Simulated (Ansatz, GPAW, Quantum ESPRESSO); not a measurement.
Fitting the LDA energy curve of CoAl

It takes space group Pm-3m (No. 221, cubic). The conventional cell has a = 2.819 Å, b = 2.819 Å, c = 2.819 Å, α = 90.00°, β = 90.00°, γ = 90.00°. Co (site symmetry m-3m) is surrounded by 8 Al at 2.44 Å. Around Al (site symmetry m-3m) lie 8 Co at 2.44 Å.

The cell is a database's computed one, not the measured one.

The cell was scaled at fixed shape and fractions and run with Ansatz, Ansatz PAW, cutoff 420 eV; LDA, k mesh 9 × 9 × 9 on the cell of 2 atoms, fermi-dirac occupations of 0.05 eV, collinear spin, ferromagnetic start, no spin-orbit coupling. The potentials were made for PBE. Energies are those that the program minimises, any entropy of the smearing included. For a metal such a mesh isn't converged to the digits shown. The magnetic state is the one that the start led to, which needn't be the lowest.

```csv
V (Å³/atom),energy over the lowest row (meV/atom)
10.5334,8.17
10.7575,?
10.9817,0.00
11.2058,4.89
11.4299,14.92
11.6540,29.59
11.8781,48.41
```

Problem. Fit the third-order Birch-Murnaghan form, give V0, B0 and B′, and predict the energy left open.

Solution. With y = (V0/V)^(2/3), E = E0 + (9 V0 B0/16) [(y - 1)³ B′ + (y - 1)² (6 - 4y)]. Least squares through the rows shown give V0 = 10.9011 Å³/atom, E0 = -0.38 meV, B0 = 207.9 GPa (1 eV/Å³ = 160.218 GPa) and B′ = 4.31, with a largest miss of 0.01 meV. At V = 10.7575 the form with these constants gives 0.88 meV; the run gave 0.87 meV an atom. Other set-ups at this level, from all their volumes (Å³/atom, GPa): GPAW, the program's PAW data sets (release 1.2.1) made for this functional: V0 10.980, B0 209.6; Ansatz, all-electron LAPW, scalar-relativistic: V0 10.893, B0 207.4; Quantum ESPRESSO, GBRV 1.5 LDA: V0 10.906, B0 208.6.
